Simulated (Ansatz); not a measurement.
# TaN: the cost of one run

Method: DFT PBEsol, scalar-relativistic, plane waves, PAW, in Ansatz 0.2.0.

## Step 1: The system as given

It takes space group P-6m2 (No. 187, hexagonal). The conventional cell has a = 2.924 Å, b = 2.924 Å, c = 2.871 Å, α = 90.00°, β = 90.00°, γ = 120.00°. Around Ta (site symmetry -6m2) lie 6 N at 2.22 Å. N (site symmetry -6m2) is surrounded by 6 Ta at 2.22 Å.

Structure file:

```
CELL_PARAMETERS angstrom
2.92399 0.00000 0.00000
-1.46199 2.53225 0.00000
0.00000 0.00000 2.87073
ATOMIC_POSITIONS crystal
Ta 0.33333 0.66667 0.50000
N 0.00000 0.00000 0.00000
```

It is the result of an earlier relaxation at this level (volume 10.63 Å³/atom; gap on the mesh: none (metal)).

## Step 2: The bulk in the cell of the plane

Input file input.yaml:

```yaml
crystal:
  lattice:
    - [2.9239890447, 0.0, 0.0]
    - [-1.4619945224, 6.2750771106, 0.0]
    - [0.0, -2.6266058737, 1.1584553433]
  atoms:
    - { symbol: Ta, position: [0.6666666667, 0.3333333333, 0.1666666667] }
    - { symbol: "N", position: [0.0, 0.0, 0.0] }
basis:
  ecutwfc: 420
kpoints:
  mp_grid: { grid: [12, 6, 29] }
hamiltonian:
  xc: pbesol
scf:
  occupations: { method: gaussian, width: 0.1 }
output:
  forces: true
  stress: true
  eigenvalues: true
  write_density: true
  write_potential: true
  elf: true
  volumetric_format: npy
```

Launch:

```
$ ansatz run input.yaml --threads 2 --pin off --max-ram 5120MiB --backend cpu --events-out ev --progress --plain --runs-dir out
```

**Question.** How long does this run take on 2 threads of Arm Neoverse V1, shared host, and how much memory does it need?

About 24 s, with a peak of 0.63 GiB.
